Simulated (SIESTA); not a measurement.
## K under changes of volume

One of the cells (78.519 Å³/atom); the others are scaled copies at fixed shape and fractional positions:

```
K
1.0
    -2.69756    2.69756    2.69756
     2.69756   -2.69756    2.69756
     2.69756    2.69756   -2.69756
K
1
Direct
  0.00000 0.00000 0.00000
```

* Program: SIESTA 5.4.2
* Functional: LDA
* Potentials or basis: PseudoDojo 0.4 standard (LDA files)
* Basis: DZP (energy shift 0.003 Ry; two zetas on semicore shells; d shell added on K)
* Grid cutoff: 800 Ry
* Energy shift: 0.003 Ry
* k mesh: 7 × 7 × 7
* Occupations: fermi-dirac, width 0.05 eV
* Spin: no spin polarisation

```csv
volume (Å³/atom),energy over the lowest point (meV/atom),pressure (GPa)
73.807,0.00,-0.5
75.378,5.60,-0.6
76.948,11.77,-0.7
78.519,18.43,-0.7
80.089,25.54,-0.7
81.659,33.04,-0.8
83.230,?,?
```

**Question.** What does the run at 83.230 Å³/atom give?

**Answer.** Energy over the lowest point 40.89 meV/atom; pressure -0.8 GPa.

Worked out: A Birch-Murnaghan fit of order 3 (a polynomial in V^(-2/3)) to the other rows has no minimum within the range. It gives 40.89 meV/atom at 83.230 Å³/atom, against the run's 40.89, and -dE/dV = -0.8 GPa, against -0.8.

Energies are extrapolated to zero smearing.

Caveats: the basis of atomic orbitals isn't converged, which shifts pressures, moduli and gaps.
